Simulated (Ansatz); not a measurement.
CaB6: a prediction, then the measurements

Theory: DFT PBE, scalar-relativistic, plane waves, PAW (Ansatz).

Settings: cutoff 420 eV, Γ-centred mesh 8×8×8 on the computed 7-atom cell, Gaussian smearing of 0.01 eV; no spin polarisation.

Relaxed structure, symmetry kept:

```xyz
7
Lattice="4.1477 0.0000 0.0000 0.0000 4.1477 0.0000 0.0000 0.0000 4.1477" Properties=species:S:1:pos:R:3 pbc="T T T"
Ca    2.0739    2.0739    2.0739
B     0.0000    0.0000    1.2369
B     0.0000    0.0000    2.9109
B     1.2369    0.0000    0.0000
B     2.9109    0.0000    0.0000
B     0.0000    1.2369    0.0000
B     0.0000    2.9109    0.0000
```

* Space group: Pm-3m (No. 221)
* Volume per atom: 10.19 Å³
* Formation energy from the elements' standard states (uncorrected): -0.409 eV/atom
* Kohn–Sham band gap: zero, with almost no states at the Fermi level
* Density of states at the Fermi level: 0.00 states/eV per cell (so small that it hangs on the mesh: a semimetal, or crossings between mesh points)
* Löwdin character within 0.5 eV of the Fermi level: B 2p 87 %, unprojected 12 %
* Bader charges (e): Ca (1 in the cell) 1.54, B (6 in the cell) -0.26

The smearing is narrow for a metal on this mesh.

**What was measured.**

From a printed reference work, data compilation, original work of 1970, for a bulk crystal of CaB6 at 300 K: lattice constant a 4.152 Å.

Against the measured lattice constant a of CaB6, 4.152 Å (300 K; a printed reference work, data compilation, original work of 1970), the calculated 4.148 Å is off by -0.1 %. The calculation is for 0 K without zero-point motion.

Cost: 1 run of about 0.72 core-minutes, on Arm Neoverse V2 (shared hosts).